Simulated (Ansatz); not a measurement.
# SrTiO3 (I4/mcm): given cell or relaxed cell?

How far does the choice of cell move the gap? The case is SrTiO3 (I4/mcm).

Program: Ansatz 0.2.0. Level of theory: PBE, HSE06 and G0W0, plane waves, PAW. Results are calculated unless marked as measured.

## Step 1: Starting point

The structure is tetragonal, space group I4/mcm (No. 140). Conventional cell: a = 5.511 Å, b = 5.511 Å, c = 7.796 Å, α = 90.00°, β = 90.00°, γ = 90.00°. Nearest to Sr lie 12 O at 2.73 to 2.78 Å. Nearest to Ti lie 6 O at 1.95 Å. Nearest to O lie 2 Ti at 1.95 Å and 4 Sr at 2.76 Å. Nearest to O lie 2 Ti at 1.95 Å and 4 Sr at 2.73 to 2.78 Å. Farther neighbours and most contacts between anions are not listed.

The cell and positions come from the Crystallography Open Database and are kept as given unless a step says otherwise. The default PAW set here is soft_2. Its files were made with PBE.

## Step 2: PBE bands at the given cell

The cheap functional maps the bands first; the places of the edges decide which points the dearer methods must see.

This step: DFT, PBE, plane waves, PAW.

Input file input.yaml:

```yaml
crystal:
  lattice:
    - [-2.7555, 2.7555, 3.898]
    - [2.7555, -2.7555, 3.898]
    - [2.7555, 2.7555, -3.898]
  atoms:
    - { symbol: Sr, position: [0.75, 0.25, 0.5] }
    - { symbol: Sr, position: [0.25, 0.75, 0.5] }
    - { symbol: Ti, position: [0.0, 0.0, 0.0] }
    - { symbol: Ti, position: [0.5, 0.5, 0.0] }
    - { symbol: O, position: [0.25, 0.25, 0.0] }
    - { symbol: O, position: [0.75, 0.75, 0.0] }
    - { symbol: O, position: [0.7451, 0.2451, 0.9902] }
    - { symbol: O, position: [0.2451, 0.2549, 0.5] }
    - { symbol: O, position: [0.2549, 0.7549, 0.0098] }
    - { symbol: O, position: [0.7549, 0.7451, 0.5] }
kpoints:
  mp_grid: { grid: [6, 6, 6] }
  band_path:
    path:
      - [[0.0, 0.0, 0.0], [0.0, 0.0, 0.5], [0.25, 0.25, 0.25], [0.0, 0.5, 0.0], [0.0, 0.0, 0.0], [0.5, 0.5, -0.5], [0.37492725, 0.62507275, -0.37492725]]
      - [[-0.37492725, 0.37492725, 0.37492725], [0.0, 0.0, 0.0]]
      - [[0.0, 0.0, 0.5], [-0.24985449, 0.24985449, 0.5]]
      - [[0.5, 0.5, -0.24985449], [0.5, 0.5, -0.5]]
    npoints: 10
hamiltonian:
  xc: pbe
scf:
  occupations: { method: fermi_dirac, width: 0.02 }
  n_extra_bands: 7
output:
  eigenvalues: true
  forces: true
  stress: true
  write_density: true
  write_potential: true
  elf: true
  volumetric_format: npy
```

The run is started by

```console
$ ansatz run input.yaml --threads 3 --pin off --max-ram 92160MiB --backend cuda --events-out ev --progress --plain --runs-dir out --devices 1 --max-vram 13GiB
```

Numbers of over 12 decimals in the logs are rounded to 6 here.

The program printed:

```text
scf.n_extra_bands = 7 over 40 filled bands (N_el = 80.0): the run solves 47 bands
GPUs: using 1 of 1 available (devices: 1).
Engine: ansatz 0.2.0, x86_64-unknown-linux-gnu
Pseudopotentials: kind: paw
Pseudopotential: Sr, paw, valence charge 10, recommended cutoff 420 eV (normal), Sr.paw.azcp
Pseudopotential: Ti, paw, valence charge 12, recommended cutoff 420 eV (normal), Ti.paw.azcp
Pseudopotential: O, paw, valence charge 6, recommended cutoff 420 eV (normal), O.paw.azcp
Functional definition: PBE
  parameter kappa = 0.804
  parameter beta = 0.066725
  exchange = pbe_x(kappa = kappa, mu = beta*pi^2/3)
  correlation = pbe_c(beta = beta)
device memory: the entry about to start is reckoned to put 2.5 GiB on a device that reports 46.8 GiB free (of which the cap on the GPU budget leaves the run 13.0 GiB)
GPU FFT provider: cuFFT
GPU libraries: cuBLAS 13.8.2, cuFFT 12.4.0, cuSOLVER 12.3.4
Crystal: 10 atoms, lattice volume = 118.387 Å³
Basis set: ecut = 420 eV, 2277 PW (Γ), exchange–correlation on 80×80×80 points (8 copies of the dense FFT grid, shifted against one another)
Bands: 47, of which v1, the nominal top of the filled ones, is band 40 counted from 1 (39 counted from 0)
Symmetry: 16 space group operations
Space group: I4/mcm (ITA 140), of the structure as read, at distance tolerance 4.9e-5 Å
k-points: 30 of 216
Non-local potential: Sr, projectors of the file, l = 0: 3, l = 1: 2, l = 2: 2
Non-local potential: Ti, projectors of the file, l = 0: 3, l = 1: 2, l = 2: 3, l = 3: 1
Non-local potential: O, projectors of the file, l = 0: 2, l = 1: 2, l = 2: 1
PAW form: soft (Blöchl's): semilocal exchange-correlation on the pseudo side does not see the compensation charge
PAW one-centre angular grid: Sr, 110 points (default); XC on 64 Gauss nodes
PAW one-centre angular grid: Ti, 590 points (default); XC on 64 Gauss nodes
PAW one-centre angular grid: O, 110 points (default); XC on 64 Gauss nodes
Initial density: superposition of atomic densities (neutral atoms: chi_scale 0, normalization atom), corrected by the library's trained network
Initial wavefunctions: pseudopotential atomic-orbital guess
GPU buffer pool allocated for 64000 grid points (all kernels)
GPU transforms: local potential and band sums: pruned to the plane-wave sphere, on 40×40×40
Functional: x = pbe(κ = 0.804, μ = 0.219515), c = pbe(β = 0.066725)
SCF iter   1: F=—  HF=-15508.914121 eV  |F-HF|=—  |Δ(HF+E_count)|=         —  Δρ=1.96e-3  dr2=2.14e-3  ethr=1.77e-3  ⟨swp⟩=12.4  Hψ=7314  notcnv=0
preconditioner: auto → Resta (q_TF=auto, 2.556 Å⁻¹)  ε∞=6.4  [insulator: Δε(μ)=1.886 eV  Ē_g=11.378 eV  σ=0.020 eV  W_gap=1.00  n_scr=26 (ndim 8)  ℏωp=26.4 eV  f_vac=0.000  D(μ)=0.00/eV (n_scr^D=0)  ε∞_Penn≈6.4]
SCF iter   2: F=—  HF=-15508.916293 eV  |F-HF|=—  |Δ(HF+E_count)|=   2.17e-3  Δρ=9.43e-4  dr2=3.64e-4  ethr=2.68e-6  ⟨swp⟩=3.3  Hψ=3452  notcnv=0  defer=29
SCF iter   3: F=—  HF=-15508.916603 eV  |F-HF|=—  |Δ(HF+E_count)|=   3.10e-4  Δρ=1.22e-4  dr2=1.45e-5  ethr=4.55e-7  ⟨swp⟩=2.0  Hψ=1828  notcnv=0  defer=30
SCF iter   4: F=—  HF=-15508.916366 eV  |F-HF|=—  |Δ(HF+E_count)|=   2.37e-4  Δρ=2.82e-5  dr2=1.44e-6  ethr=1.82e-8  ⟨swp⟩=2.0  Hψ=1927  notcnv=0  defer=30
SCF iter   5: F=—  HF=-15508.916366 eV  |F-HF|=—  |Δ(HF+E_count)|=   5.97e-8  Δρ=1.80e-5  dr2=2.45e-7  ethr=1.80e-9  ⟨swp⟩=2.0  Hψ=2296  notcnv=0  defer=30
SCF iter   6: F=-15508.916366 eV  HF=-15508.916366 eV  |F-HF|=1.13e-10  |Δ(HF+E_count)|=   3.71e-8  Δρ=2.55e-6  dr2=6.29e-9  ethr=1.25e-10  ⟨swp⟩=14.1  Hψ=11649  notcnv=0
SCF 1 converged in 6 iterations: F = -15508.916366 eV  dr2 = 6.29e-9
[...]
device memory: the entry about to start is reckoned to put 2.7 GiB on a device that reports 45.1 GiB free (of which the cap on the GPU budget leaves the run 13.0 GiB)
NSCF: frozen V_eff on 94 k-points
SCF converged after 6 iterations
Free energy (F): -15508.916366 eV
Harris-Foulkes:  -15508.916366 eV  (|F-HF|=1.13e-10)
Internal energy: -15508.916366 eV  (E = F + TS)
E sigma→0 (E₀):  -15508.916366 eV
Fermi energy:    11.027328 eV
--- Per-component energies (eV) ---
  E_band       = -402.766623
  E_kinetic    = 2098.514331
  E_local      = -4752.502003  (includes V_loc(G=0)·N_el)
  E_nonlocal   = 696.187101
  E_hartree    = 1664.763900
  E_xc         = -993.729429
  E_vxc        = -1145.582889  (∫ρ·V_xc dr)
  E_paw        = -8427.701870  (= ΣΔE_a)
  E_vpaw       = -628.928850  (= ΣTr[D̂ρ^β])
  E_aug_tail   = 0.015243  (compensation charges beyond the density's cutoff)
  E_ewald      = -5794.463639
  E_smearing   = -0.000000  (= −TS)
  E_closure    = -0.000000  (closes the sum)
  Σ components = -15508.916366   (vs F -15508.916366, Δ=0.00e0)
--- Forces (eV/Å), atoms counted from 1 ---
  atom   1  Sr     0.00000000    -0.00000000     0.00000000
  atom   2  Sr    -0.00000000     0.00000000     0.00000000
  atom   3  Ti    -0.00000000     0.00000000     0.00000000
  atom   4  Ti    -0.00000000     0.00000000    -0.00000000
  atom   5  O      0.00000000    -0.00000000     0.00000000
  atom   6  O      0.00000000     0.00000000     0.00000000
  atom   7  O     -0.01131475    -0.01131475     0.00000000
  atom   8  O      0.01131475    -0.01131475     0.00000000
  atom   9  O      0.01131475     0.01131475    -0.00000000
  atom  10  O     -0.01131475     0.01131475     0.00000000
  max |Σ_I F_I| component: 3.47e-18 eV/Å
--- Stress (GPa, compression-positive) ---
        5.454992       0.000000       0.000000
        0.000000       5.454992      -0.000000
        0.000000       0.000000       5.443751
  P = ⅓ Tr σ = 5.4512 GPa (54.512 kbar)
--- Band table (eV; the first three rows and the last of 30) ---
  k-point 0: bands = [... 36 lower, 9.7345, 10.0668, 10.0728, 10.0728, 11.9762, 11.9762, 11.9770, 14.4395, ... 3 higher]
  k-point 1: bands = [... 36 lower, 9.5846, 9.7484, 9.7496, 10.0512, 12.0163, 12.5511, 12.5523, 14.3684, ... 3 higher]
  k-point 2: bands = [... 36 lower, 9.0161, 9.4180, 9.4180, 10.0084, 12.0996, 13.4873, 13.4881, 14.0510, ... 3 higher]
  k-point 29: bands = [... 36 lower, 8.5129, 9.3580, 9.3580, 9.9861, 12.1445, 13.8945, 13.8945, 13.9400, ... 3 higher]
```

Wall time 14 s (1 × NVIDIA H100 80GB HBM3 (shared by 6 runs) with 3 threads of AMD EPYC 7R13 (Zen 3), shared host); peak memory 0.98 GiB.

The column dr2 measures how far the density is from self-consistency, as an energy; F and HF (Harris–Foulkes) agree once it is small.

This step gave:

| Item | Value |
| --- | --- |
| pressure | 5.451 GPa |
| filled bands | 40 |
| gap | 1.903 eV |
| valence top at | Γ |
| conduction bottom at | Γ |
| least direct gap | 1.903 eV |

The gap is direct, at Γ. The pressure of 5 GPa says that this functional would expand the cell; it is kept.

## Step 3: Relaxing cell and ions

Gaps follow bond lengths, so the structure is brought to rest first.

input.yaml, the sections that differ from step 2:

```yaml
kpoints:
  mp_grid: { grid: [6, 6, 6] }
scf:
  occupations: { method: fermi_dirac, width: 0.02 }
relax:
  f_tol: 0.01
  max_steps: 60
  cell: {}
# crystal, hamiltonian: as in step 2
# output: removed
```

The program printed:

```text
GPUs: using 1 of 1 available (devices: 1).
[...]
GPU FFT provider: cuFFT
GPU libraries: cuBLAS 13.8.2, cuFFT 12.4.0, cuSOLVER 12.3.4
Crystal: 10 atoms, lattice volume = 118.387 Å³
Basis set: ecut = 420 eV, 2277 PW (Γ), exchange–correlation on 80×80×80 points (8 copies of the dense FFT grid, shifted against one another)
Bands: 50, of which v1, the nominal top of the filled ones, is band 40 counted from 1 (39 counted from 0)
Symmetry: 16 space group operations
[...]
k-points: 30 of 216
[...]
GPU buffer pool allocated for 64000 grid points (all kernels)
[...]
SCF iter   1: F=—  HF=-15508.914131 eV  |F-HF|=—  |Δ(HF+E_count)|=         —  Δρ=2.00e-3  dr2=2.28e-3  ethr=1.77e-3  ⟨swp⟩=10.6  Hψ=7718  notcnv=0
[...]
SCF iter   6: F=-15508.916366 eV  HF=-15508.916366 eV  |F-HF|=5.01e-9  |Δ(HF+E_count)|=   9.71e-8  Δρ=2.37e-6  dr2=1.01e-8  ethr=1.25e-10  ⟨swp⟩=5.0  Hψ=5551  notcnv=0
SCF 1 converged in 6 iterations: F = -15508.916366 eV  dr2 = 1.01e-8
[...]
relax step   1: F+E_penalty+E_count = -15508.91636597 eV  Δ(F+E_penalty+E_count) = +0.000e0 eV  max|allowed force component| = 1.131e-2 eV/Å  Δτ_max = 0.0000 Å  P = +5.451 GPa  Ω = 118.387 Å³  (6 SCF iters, dr2 threshold 1.00e-7 eV, accepted)
[...]
relax step   2: F+E_penalty+E_count = -15508.96197057 eV  Δ(F+E_penalty+E_count) = -4.560e-2 eV  max|allowed force component| = 8.424e-3 eV/Å  Δτ_max = 0.0007 Å  P = +0.368 GPa  Ω = 121.591 Å³  energy of the carried Pulay correction = -1.151e-2 eV  (6 SCF iters, dr2 threshold 1.00e-6 eV, accepted)
[...]
relax step   4: F+E_penalty+E_count = -15508.96160435 eV  Δ(F+E_penalty+E_count) = -7.362e-5 eV  max|allowed force component| = 9.682e-3 eV/Å  Δτ_max = 0.0063 Å  P = -0.093 GPa  Ω = 121.897 Å³  energy of the carried Pulay correction = -1.259e-2 eV  (7 SCF iters, accepted)
[...]
relax step   6: F+E_penalty+E_count = -15508.96933671 eV  Δ(F+E_penalty+E_count) = -7.732e-3 eV  max|allowed force component| = 8.027e-3 eV/Å  Δτ_max = 0.0976 Å  P = +0.023 GPa  Ω = 121.689 Å³  energy of the carried Pulay correction = -1.186e-2 eV  (9 SCF iters, accepted)
[...]
relax step   8: F+E_penalty+E_count = -15508.97005024 eV  Δ(F+E_penalty+E_count) = -7.135e-4 eV  max|allowed force component| = 1.626e-3 eV/Å  Δτ_max = 0.0206 Å  P = -0.002 GPa  Ω = 121.663 Å³  energy of the carried Pulay correction = -1.177e-2 eV  (9 SCF iters, accepted)
[...]
relax step  10: F+E_penalty+E_count = -15508.98343811 eV  Δ(F+E_penalty+E_count) = +3.743e-4 eV  max|allowed force component| = 1.085e-4 eV/Å  Δτ_max = 0.0032 Å  P = -0.004 GPa  Ω = 121.796 Å³  energy of the carried Pulay correction = -4.734e-4 eV  (6 SCF iters, dr2 threshold 1.20e-7 eV, accepted)
[...]
relax step  11: F+E_penalty+E_count = -15508.98378998 eV  Δ(F+E_penalty+E_count) = -3.519e-4 eV  max|allowed force component| = 1.087e-4 eV/Å  Δτ_max = 0.0000 Å  P = -0.001 GPa  Ω = 121.796 Å³  stress off target by 8.57e-4 GPa  SCF on the basis re-selected at this cell (its energy is not comparable with the rows above)  (8 SCF iters)
[...]
SCF converged after 8 iterations
Free energy (F): -15508.983790 eV
[...]
Internal energy: -15508.983790 eV  (E = F + TS)
E sigma→0 (E₀):  -15508.983790 eV
Fermi energy:    10.557829 eV
[...]
--- Forces (eV/Å), atoms counted from 1 ---
  atom   1  Sr     0.00000000    -0.00000000     0.00000000
  atom   2  Sr     0.00000000     0.00000000     0.00000000
  atom   3  Ti     0.00000000     0.00000000     0.00000000
  atom   4  Ti     0.00000000    -0.00000000     0.00000000
  atom   5  O      0.00000000     0.00000000     0.00000000
  atom   6  O     -0.00000000     0.00000000     0.00000000
  atom   7  O     -0.00010872    -0.00010872     0.00000000
  atom   8  O      0.00010872    -0.00010872    -0.00000000
  atom   9  O      0.00010872     0.00010872     0.00000000
  atom  10  O     -0.00010872     0.00010872    -0.00000000
  max |Σ_I F_I| component: 4.45e-18 eV/Å
--- Stress (GPa, compression-positive) ---
       -0.000857       0.000000      -0.000000
        0.000000      -0.000857      -0.000000
        0.000000       0.000000      -0.000455
  P = ⅓ Tr σ = -0.0007 GPa (-0.007 kbar)
--- Band table (eV; the first three rows and the last of 30) ---
  k-point 0: bands = [... 36 lower, 9.2876, 9.4811, 9.5862, 9.5862, 11.5144, 11.5144, 11.5273, 13.5988, ... 6 higher]
  k-point 1: bands = [... 36 lower, 9.1391, 9.2706, 9.2917, 9.5873, 11.5427, 12.0379, 12.0591, 13.6064, ... 6 higher]
  k-point 2: bands = [... 36 lower, 8.6619, 8.9775, 8.9782, 9.5614, 11.6054, 12.8967, 12.9094, 13.3602, ... 6 higher]
  k-point 29: bands = [... 36 lower, 8.1476, 8.9634, 8.9634, 9.5228, 11.6674, 13.2090, 13.2090, 13.3932, ... 6 higher]
--- Relaxed structure (9 steps of the walk, 7 accepted, 2 SCFs on fresh bases) ---
  F+E_penalty+E_count = -15508.98378998 eV   max|allowed force component| = 1.087e-4 eV/Å   (the final SCF, on the basis selected at the relaxed cell)
  cell:  # Å, volume = 121.7957 Å³
    - [-2.777721, 2.777721, 3.946343]
    - [2.777721, -2.777721, 3.946343]
    - [2.777721, 2.777721, -3.946343]
  atoms:
    - { symbol: Sr, position: [0.750000, 0.25, 0.500000] }
    - { symbol: Sr, position: [0.25, 0.750000, 0.500000] }
    - { symbol: Ti, position: [0, 0, 0] }
    - { symbol: Ti, position: [0.500000, 0.500000, 0] }
    - { symbol: O, position: [0.250000, 0.250000, 0] }
    - { symbol: O, position: [0.750000, 0.750000, 0] }
    - { symbol: O, position: [0.728311, 0.228311, 0.956622] }
    - { symbol: O, position: [0.228311, 0.271689, 0.500000] }
    - { symbol: O, position: [0.271689, 0.771689, 0.043378] }
    - { symbol: O, position: [0.771689, 0.728311, 0.5] }
```

Run time: 41 s. Hardware: 1 × NVIDIA H100 80GB HBM3 (shared by 6 runs) with 3 threads; peak memory 0.98 GiB; 38 s of CPU time.

Relaxation path:

```
step  energy less that of the first step (eV)  largest force component (eV/Å)  pressure (GPa)  volume (Å³)
   1                                   0.0000                          0.0113            5.45       118.39
   2                                  -0.0456                          0.0084            0.37       121.59
   3                                  -0.0452                          0.0087            0.01       121.83
   4                                  -0.0452                          0.0097           -0.09       121.90
   5                                  -0.0224                          0.0694           -2.48       123.23
   6                                  -0.0530                          0.0080            0.02       121.69
   7                                  -0.0445                          0.0566           -0.08       121.53
   8                                  -0.0537                          0.0016            0.00       121.66
  9*                                  -0.0674                          0.0017            0.20       121.66
  10                                  -0.0671                          0.0001            0.00       121.80
 11*                                  -0.0674                          0.0001            0.00       121.80
```

Relaxation steps marked * repeat the geometry before them on a plane-wave basis chosen anew for their cell, so energy and pressure can jump there. Relaxation steps 5, 7 were tried and not accepted.

Forces are held to the 16 operations that the run works with; a distortion that breaks them can't arise in this run.

```csv
"conventional cell, symmetrised",before,after,change
a (Å),5.511,5.555,+0.8 %
b (Å),5.511,5.555,+0.8 %
c (Å),7.796,7.893,+1.2 %
volume (Å³/atom),11.84,12.18,+2.9 %
```

The atoms that moved most (Å, as changes of fractional coordinates times the final cell):

| atom | dx | dy | dz | length |
| --- | --- | --- | --- | --- |
| O8 | 0.093 | -0.093 | 0.000 | 0.132 |
| O9 | 0.093 | 0.093 | 0.000 | 0.132 |
| O10 | -0.093 | 0.093 | 0.000 | 0.132 |
| O7 | -0.093 | -0.093 | 0.000 | 0.132 |

The relaxed structure:

```cif
data_structure
_symmetry_space_group_name_H-M 'P 1'
_symmetry_Int_Tables_number 1
_cell_length_a 5.5682
_cell_length_b 5.5682
_cell_length_c 5.5682
_cell_angle_alpha 120.152
_cell_angle_beta 120.152
_cell_angle_gamma 89.737
_cell_volume 121.80
loop_
_atom_site_label
_atom_site_type_symbol
_atom_site_fract_x
_atom_site_fract_y
_atom_site_fract_z
_atom_site_occupancy
Sr1 Sr 0.75000 0.25000 0.50000 1
Sr2 Sr 0.25000 0.75000 0.50000 1
Ti3 Ti 0.00000 0.00000 0.00000 1
Ti4 Ti 0.50000 0.50000 0.00000 1
O5 O 0.25000 0.25000 0.00000 1
O6 O 0.75000 0.75000 0.00000 1
O7 O 0.72831 0.22831 0.95662 1
O8 O 0.22831 0.27169 0.50000 1
O9 O 0.27169 0.77169 0.04338 1
O10 O 0.77169 0.72831 0.50000 1
```

## Step 4: PBE at the relaxed cell

Input file input.yaml:

```yaml
crystal:
  lattice:
    - [-2.7777207439, 2.7777207439, 3.9463429358]
    - [2.7777207439, -2.7777207439, 3.9463429358]
    - [2.7777207439, 2.7777207439, -3.9463429358]
  atoms:
    - { symbol: Sr, position: [0.75, 0.25, 0.5] }
    - { symbol: Sr, position: [0.25, 0.75, 0.5] }
    - { symbol: Ti, position: [0.0, 0.0, 0.0] }
    - { symbol: Ti, position: [0.5, 0.5, 0.0] }
    - { symbol: O, position: [0.25, 0.25, 0.0] }
    - { symbol: O, position: [0.75, 0.75, 0.0] }
    - { symbol: O, position: [0.7283109891, 0.2283109891, 0.9566219781] }
    - { symbol: O, position: [0.2283109891, 0.2716890109, 0.5] }
    - { symbol: O, position: [0.2716890109, 0.7716890109, 0.0433780219] }
    - { symbol: O, position: [0.7716890109, 0.7283109891, 0.5] }
kpoints:
  mp_grid: { grid: [6, 6, 6] }
  band_path:
    path:
      - [[0.0, 0.0, 0.0], [0.0, 0.0, 0.5], [0.25, 0.25, 0.25], [0.0, 0.5, 0.0], [0.0, 0.0, 0.0], [0.5, 0.5, -0.5], [0.37492725, 0.62507275, -0.37492725]]
      - [[-0.37492725, 0.37492725, 0.37492725], [0.0, 0.0, 0.0]]
      - [[0.0, 0.0, 0.5], [-0.24985449, 0.24985449, 0.5]]
      - [[0.5, 0.5, -0.24985449], [0.5, 0.5, -0.5]]
    npoints: 10
hamiltonian:
  xc: pbe
scf:
  occupations: { method: fermi_dirac, width: 0.02 }
  n_extra_bands: 7
output:
  eigenvalues: true
  forces: true
  stress: true
```

The program printed:

```text
[...]
GPUs: using 1 of 1 available (devices: 1).
[...]
GPU FFT provider: cuFFT
GPU libraries: cuBLAS 13.8.2, cuFFT 12.4.0, cuSOLVER 12.3.4
Crystal: 10 atoms, lattice volume = 121.796 Å³
Basis set: ecut = 420 eV, 2421 PW (Γ), exchange–correlation on 80×80×80 points (8 copies of the dense FFT grid, shifted against one another)
[...]
k-point 0: bands = [... 36 lower, 9.2876, 9.4811, 9.5862, 9.5862, 11.5144, 11.5144, 11.5273, 13.5988, ... 3 higher]
  k-point 1: bands = [... 36 lower, 9.1391, 9.2706, 9.2917, 9.5873, 11.5427, 12.0379, 12.0591, 13.6064, ... 3 higher]
  k-point 2: bands = [... 36 lower, 8.6619, 8.9775, 8.9782, 9.5614, 11.6054, 12.8967, 12.9094, 13.3602, ... 3 higher]
  k-point 29: bands = [... 36 lower, 8.1476, 8.9635, 8.9635, 9.5228, 11.6674, 13.2090, 13.2090, 13.3932, ... 3 higher]
[key lines of the parts left out:]
SCF converged after 6 iterations
Free energy (F): -15508.983790 eV
Fermi energy:    10.557828 eV
P = ⅓ Tr σ = -0.0007 GPa (-0.007 kbar)
```

Wall time 16 s (1 × NVIDIA H100 80GB HBM3 (shared by 6 runs) with 3 threads); peak memory 0.94 GiB.

Numbers from this step:

```yaml
pressure: -7.31e-4 GPa
gap: 1.925 eV
valence_top_at: k = (0.000, 0.000, 0.100)
conduction_bottom_at: Γ
least_direct_gap: 1.928 eV
```

The gap is indirect, with the least direct gap 0.004 eV higher.

[end of part 1 of 2]

[Paths, hosts, dates, memory and timing lines, banners, echoed tables and standing remarks are left out of the program output.]

[Logs are printed without paths, hosts, clocks, repeated set-up lines and the standing remarks that a program may print on its own settings, such as how far it seeks lower states.]

[Runs of the session that timed out or met a known fault of the program may be left out.]

[Cells called generated may have been cut or substituted from an entry of the Crystallography Open Database or the Materials Project.]

[Hosts, paths, dates, database ids (printed as entryN), source tags and the programs' standing remarks are cut or masked in the printed files.]
